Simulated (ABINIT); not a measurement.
# Si2Mo (I4/mmm) in ABINIT: further runs, part 2 of 2

ABINIT 10.8.3 (patched build). The steps go on from the part before.

**3. Single point, AM05 (cell stretched)**

run.abi

```
pp_dirpath "./"
pseudos "Mo.upf, Si.upf"

acell 3*1.0
rprim
    -3.1021307701     3.1021307701     7.6205781200
     3.1021307701    -3.1021307701     7.6205781200
     3.1021307701     3.1021307701    -7.6205781200
ntypat 2
znucl 42 14
natom 3
typat 1 2 2
xred
     0.0000000000     0.0000000000     0.0000000000
     0.6670000000     0.6670000000     0.0000000000
     0.3330000000     0.3330000000     0.0000000000
chkprim 0
chksymtnons 0
tolsym 1.0e-6

ecut 36.0

kptopt 1
ngkpt 9 9 9
nshiftk 1
shiftk 0.0 0.0 0.0

ixc -120135

nband 15
occopt 3
tsmear 0.05 eV

nstep 100
tolvrs 1.0e-10

iomode 3
prtwf 0
prtden 0
prteig 0
prtebands 0
```

Potentials or basis: PseudoDojo NC SR PBEsol v0.4.1 standard.

The run is started by

```console
$ abinit run.abi > log 2>&1
```

run.abo:

```text
.Version 10.8.3 of ABINIT
 Symmetries : space group I4/m m m (#139); Bravais tI (body-center tetrag.)
================================================================================
 Values of the parameters that define the memory need of the present run
     intxc =       0    ionmov =       0      iscf =       7    lmnmax =       6
     lnmax =       6     mgfft =      48  mpssoang =       3    mqgrid =    3001
     natom =       3  nloc_mem =       1    nspden =       1   nspinor =       1
    nsppol =       1      nsym =      16    n1xccc =    2501    ntypat =       2
    occopt =       3   xclevel =       2
       mpw =        3047          nfft =      110592          nkpt =          75
================================================================================
================================================================================

--------------------------------------------------------------------------------
[... 214 lines left out ...]

== END DATASET(S) ==============================================================
================================================================================

 -outvars: echo values of variables after computation  --------
            acell      1.0000000000E+00  1.0000000000E+00  1.0000000000E+00 Bohr
           etotal     -7.8748868678E+01
            fcart     -0.0000000000E+00 -1.1564823173E-18 -5.7824115866E-19
                       2.8251266780E-19 -8.7396964952E-19 -8.2735000065E-03
                      -2.8251266780E-19  2.0304519668E-18  8.2735000065E-03
            rprim     -3.1021307701E+00  3.1021307701E+00  7.6205781200E+00
                       3.1021307701E+00 -3.1021307701E+00  7.6205781200E+00
                       3.1021307701E+00  3.1021307701E+00 -7.6205781200E+00
           strten      5.8320541858E-04  5.8320541858E-04  6.7937061820E-04
                       0.0000000000E+00  0.0000000000E+00  0.0000000000E+00
           xangst      0.0000000000E+00  0.0000000000E+00  0.0000000000E+00
                       8.4332579779E-17 -1.4074674146E-16  5.3795367872E+00
                      -2.1121573615E-17 -7.0432177484E-18  2.6857357573E+00
             xred      0.0000000000E+00  0.0000000000E+00  0.0000000000E+00
                       6.6700000000E-01  6.6700000000E-01 -1.7182917662E-17
                       3.3300000000E-01  3.3300000000E-01 -8.5785780830E-18
 Calculation completed.
```

Wall time 76 s (1 thread of AMD EPYC 9R45 (Zen 5), shared host); peak memory 0.14 GiB.

What came out:

| Quantity | Value |
| --- | --- |
| Free energy | -2142.8659 eV |
| Pressure | -18.1 GPa |
| Largest force | 0.425 eV/Å |
| Band gap on the k mesh | none (metal or under the smearing width) |
| Valence electrons inside the program's atomic spheres | Mo 10.54; Si 1.70 |

Forces in eV/Å, atoms in the order of the input:
```
Mo   0.000  0.000  0.000
Si   0.000  0.000 -0.425
Si   0.000  0.000  0.425
```

Levels at points of the mesh, in eV from the Fermi level:
```tsv
k point	band 8	band 9	band 10	band 11	band 12	band 13	band 14	band 15
(0.00, 0.00, 0.00)	-2.68	-2.40	-2.40	0.44	2.69	3.35	3.48	3.71
```

Caveat: the potentials were made for another functional, which shifts forces and pressure.

**4. Single point, LDA**

run.abi

```
# Pseudopotentials
pp_dirpath "./"
pseudos "Mo.upf, Si.upf"

# Structure
acell 4.5352872291 4.5352872291 4.5352872291 Angstrom
rprim
    -0.3527891221     0.3527891221     0.8666485278
     0.3527891221    -0.3527891221     0.8666485278
     0.3527891221     0.3527891221    -0.8666485278
ntypat 2
znucl 42 14
natom 3
typat 1 2 2
xred
     0.0000000000     0.0000000000     0.0000000000
     0.6670000000     0.6670000000     0.0000000000
     0.3330000000     0.3330000000     0.0000000000

# Plane-wave basis
ecut 35.0

# k points
kptopt 1
ngkpt 9 9 9
nshiftk 1
shiftk 0.0 0.0 0.0

# Exchange and correlation
ixc 7

# Bands and occupations
nband 15
occopt 3
tsmear 0.00183747

# SCF cycle
nstep 100
tolvrs 1.0e-10

# Output
iomode 3
prtwf 0
prtden 0
prteig 0
prtebands 0
enunit 2
```

Potentials or basis: PseudoDojo NC SR LDA v0.4.1 standard.

The run is started by

```console
$ abinit run.abi > log 2>&1
```

run.abo:

```text
.Version 10.8.3 of ABINIT
 Symmetries : space group I4/m m m (#139); Bravais tI (body-center tetrag.)
================================================================================
 Values of the parameters that define the memory need of the present run
     intxc =       0    ionmov =       0      iscf =       7    lmnmax =       6
     lnmax =       6     mgfft =      48  mpssoang =       3    mqgrid =    3001
     natom =       3  nloc_mem =       1    nspden =       1   nspinor =       1
    nsppol =       1      nsym =      16    n1xccc =    2501    ntypat =       2
    occopt =       3   xclevel =       1
       mpw =        2711          nfft =      110592          nkpt =          75
================================================================================
================================================================================

--------------------------------------------------------------------------------
------------- Echo of variables that govern the present computation ------------
--------------------------------------------------------------------------------
 -outvars: echo values of preprocessed input variables --------
            acell      8.5704507653E+00  8.5704507653E+00  8.5704507653E+00 Bohr
              amu      9.59400000E+01  2.80855000E+01
             ecut      3.50000000E+01 Hartree
           enunit           2
                       outvar_i_n : Printing only first  50 k-points.
              ixc           7
                       outvar_i_n : Printing only first  50 k-points.
[... 193 lines left out ...]
Ewald energy        : -6.27502804137117E+01
psp_core            :  2.36622333415629E+00
local_psp           : -5.55562567599364E+01
non_local_psp       :  9.81693002600248E+00
internal            : -7.89590889660074E+01
'-kT*entropy'       : -1.12900113080016E-04
total_energy        : -7.89592018661205E+01
total_energy_eV     : -2.14858933965339E+03
band_energy         : -4.16548283240420E+00
...

 Cartesian components of stress tensor (hartree/bohr^3)
  sigma(1 1)=  1.99095030E-04  sigma(3 2)=  0.00000000E+00
  sigma(2 2)=  1.99095030E-04  sigma(3 1)=  0.00000000E+00
  sigma(3 3)=  2.76930041E-04  sigma(2 1)=  0.00000000E+00

-Cartesian components of stress tensor (GPa)         [Pressure= -6.6209E+00 GPa]
- sigma(1 1)=  5.85757802E+00  sigma(3 2)=  0.00000000E+00
- sigma(2 2)=  5.85757802E+00  sigma(3 1)=  0.00000000E+00
- sigma(3 3)=  8.14756311E+00  sigma(2 1)=  0.00000000E+00

== END DATASET(S) ==============================================================
================================================================================

 -outvars: echo values of variables after computation  --------
            acell      8.5704507653E+00  8.5704507653E+00  8.5704507653E+00 Bohr
           etotal     -7.8959201866E+01
            fcart      1.1474701626E-18  1.1474701626E-18  2.1241430521E-31
                      -4.5201009842E-19 -4.5201009842E-19 -7.7585189668E-03
                      -6.9546006417E-19 -6.9546006417E-19  7.7585189668E-03
            rprim     -3.5278912210E-01  3.5278912210E-01  8.6664852780E-01
                       3.5278912210E-01 -3.5278912210E-01  8.6664852780E-01
                       3.5278912210E-01  3.5278912210E-01 -8.6664852780E-01
           strten      1.9909503016E-04  1.9909503016E-04  2.7693004126E-04
                       0.0000000000E+00  0.0000000000E+00  0.0000000000E+00
           xangst      0.0000000000E+00  0.0000000000E+00  0.0000000000E+00
                      -2.2290374952E-17  1.1306093313E-16  5.2432870003E+00
                      -1.1598451498E-16  1.6130175018E-16  2.6177130002E+00
             xred      0.0000000000E+00  0.0000000000E+00  0.0000000000E+00
                       6.6700000000E-01  6.6700000000E-01  2.8365799430E-17
                       3.3300000000E-01  3.3300000000E-01  1.4161635997E-17
 Calculation completed.
```

Run time: 2.6 min. Hardware: 1 thread of Arm Neoverse V1, shared host; peak memory 0.12 GiB.

Results:

* Free energy: -2148.5893 eV
* Pressure: -6.6 GPa
* Largest force: 0.399 eV/Å
* Band gap on the k mesh: none (metal or under the smearing width)
* Valence electrons inside the program's atomic spheres: Mo 10.61; Si 1.79

Forces on the atoms (eV/Å):
```
Mo   0.000  0.000  0.000
Si   0.000  0.000 -0.399
Si   0.000  0.000  0.399
```

**5. The runs side by side**

| level | potentials or basis | cell | cutoff (eV) | gap on the mesh (eV) | pressure (GPa) | largest force (eV/Å) |
| --- | --- | --- | --- | --- | --- | --- |
| PBEsol | PseudoDojo NC SR PBEsol v0.4 stringent | as given | 980 | none | -2.9 | 0.35 |
| AM05 | PseudoDojo NC SR PBEsol v0.4.1 standard | cell stretched | 980 | none | -18.1 | 0.43 |
| LDA | PseudoDojo NC SR LDA v0.4.1 standard | as given | 952 | none | -6.6 | 0.40 |

Alike in all rows: task single point; no spin polarisation; k mesh 9 × 9 × 9; smearing fermi-dirac 0.05 eV.

Caveats: the potentials were made for another functional, which shifts forces and pressure (some runs).

Absolute energies hang on the potentials; compare differences alone.
